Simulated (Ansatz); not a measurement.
## Relaxation of SnO2

Theory: DFT r2SCAN, scalar-relativistic, plane waves, PAW (Ansatz). Run with 500 eV cutoff, 6×6×6 k-mesh, Gaussian smearing of 0.02 eV, no spin polarisation.

What was changed: relaxed at 8 GPa.

Command:

```bash
ansatz run input.yaml --threads 2 --pin off --max-ram 5120MiB --backend cpu --events-out ev --progress --plain --runs-dir out
```

Input:

```yaml
crystal:
  lattice:
    - [-3.1682086685, 3.3213679803, 3.321367802]
    - [3.1682086685, -3.3213679803, 3.321367802]
    - [3.1682086685, 3.3213679803, -3.321367802]
  atoms:
    - { symbol: Sn, position: [0.9999950706, 0.2499950706, 0.75] }
    - { symbol: Sn, position: [4.9294e-06, 0.7500049294, 0.25] }
    - { symbol: Sn, position: [0.5, 0.5, 0.5] }
    - { symbol: Sn, position: [0.5, 0.0, 0.0] }
    - { symbol: O, position: [0.1943337401, 0.1943374375, 0.5000036974] }
    - { symbol: O, position: [0.6943390313, 0.7500052896, 0.9443337417] }
    - { symbol: O, position: [0.1943337401, 0.6943300427, 0.9999963026] }
    - { symbol: O, position: [0.3056715478, 0.7500052896, 0.5556662583] }
    - { symbol: O, position: [0.6943284522, 0.2499947104, 0.4443337417] }
    - { symbol: O, position: [0.3056609687, 0.2499947104, 0.0556662583] }
    - { symbol: O, position: [0.8056662599, 0.3056699573, 3.6974e-06] }
    - { symbol: O, position: [0.8056662599, 0.8056625625, 0.4999963026] }
basis:
  ecutwfc: 500
kpoints:
  mp_grid: { grid: [6, 6, 6] }
hamiltonian:
  xc: r2scan
scf:
  occupations: { method: gaussian, width: 0.02 }
output:
  forces: true
  stress: true
  eigenvalues: true
relax:
  adjacent_minimum: "off"
  f_tol: 0.008
  max_steps: 50
  cell: { stress_tol: 0.08, p_target: 8.0 }
```

F is the free energy. Steps run on the plane waves of an earlier cell, but the last one, and at times one on the way, on a freshly chosen basis, so a repeated geometry can differ a little in energy. The relaxation lowers the enthalpy F + PV at the target pressure, so F itself can rise.

Steps:

```
step F − F(1) (eV) largest force component (eV/Å) V (Å³/atom) P (GPa)
   1         0.0000                           0.079       11.650     8.49
   2        -0.0118                           0.059       11.666     7.97
   3        -0.0104                           0.001       11.663     7.96
   4        -0.0105                           0.001       11.663     7.95
```

Relaxed structure:

```xyz
12
Lattice="-3.1792 3.3174 3.3174 3.1792 -3.3174 3.3174 3.1792 3.3174 -3.3174" Properties=species:S:1:pos:R:3 pbc="T T T"
Sn    0.0000    4.9762    1.6587
Sn    3.1792   -1.6587    1.6587
Sn    1.5896    1.6587    1.6587
Sn   -1.5896    1.6587    1.6587
O     1.5896    1.6587   -0.3674
O     3.1792    2.9500    1.6587
O     4.7688    1.6587   -0.3674
O     3.1792    0.3674    1.6587
O     0.0000    2.9500    1.6587
O     0.0000    0.3674    1.6587
O    -1.5896    1.6587    3.6849
O     1.5896    1.6587    3.6849
```

It takes space group P4_2/mnm (No. 136, tetragonal). Conventional cell: a = 4.692 Å, b = 4.692 Å, c = 3.179 Å, α = 90.00°, β = 90.00°, γ = 90.00°. Sn (site symmetry mmm) is surrounded by 6 O at 2.03 to 2.05 Å. O (site symmetry m2m) has 3 Sn at 2.03 to 2.05 Å as nearest neighbours.

The run converged. The run took 24 s on 2 threads of AMD EPYC 9R45 96-Core Processor (Zen 5), on a shared host, peak memory 1 GiB.